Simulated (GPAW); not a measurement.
Runs of GPAW 26.7.0 on As. The structure is trigonal, space group R-3m (No. 166). Conventional cell: a = 3.762 Å, b = 3.762 Å, c = 10.542 Å, α = 90.00°, β = 90.00°, γ = 120.00°. As (site symmetry 3m) is surrounded by 3 As at 2.51 Å. 

```tsv
task	level	potentials or basis	cell	k mesh	cutoff (eV)	band path	band points	optimizer	fmax	max steps	mesh quality	gap on the mesh (eV)	pressure (GPa)	relaxed volume (Å³/atom)	largest force (eV/Å)
band structure	LDA	PAW data sets generated in the run's folder for this functional, pw	as given	6 × 6 × 6	600	GLB1,BZGX,QFP1Z,LP	60	-	-	-	not flagged	-	-1.3	-	(b)
relaxation of cell and atoms	PBEsol+D3	PAW data sets generated in the run's folder for this functional, pw	relaxed	6 × 6 × 6	600	-	-	FIRE	0.02 eV/Å	60	not flagged	none	-0.1	20.66	0.01
relaxation of cell and atoms	r2SCAN	GPAW PAW data sets (gpaw-data 1.2.1), pw	relaxed	6 × 6 × 6	600	-	-	FIRE	0.05 eV/Å	100	not flagged	none	0.0	22.05	0.03
one-shot levels of the hybrid HSE06	PBE	GPAW PAW data sets (gpaw-data 1.2.1), pw	as given	4 × 4 × 4	500	-	-	-	-	-	coarse	(a)	3.9	-	0.13
```

Alike in all rows: no spin polarisation; smearing fermi-dirac 0.05 eV.

Q: Fill in the values left out.

A: (a) 0.09; (b) 0.21.

Caveats: some runs use coarse meshes; later steps reuse the first step's grids (some runs); pairwise dispersion overbinds metals, which lowers pressure and volume (some runs); the PAW data sets were made with another functional, which shifts forces and pressure a little (some runs); the cutoff is short for stress and forces, so pressures can be off by a GPa or more (some runs); energy and the plain gap are those of the semilocal run (some runs); the hybrids' values are one shot on its orbitals and mesh (some runs).

A k mesh can miss the band edges, and the runs leave out spin-orbit coupling on As.

A gap of «none» marks a metal or a gap under the smearing width.
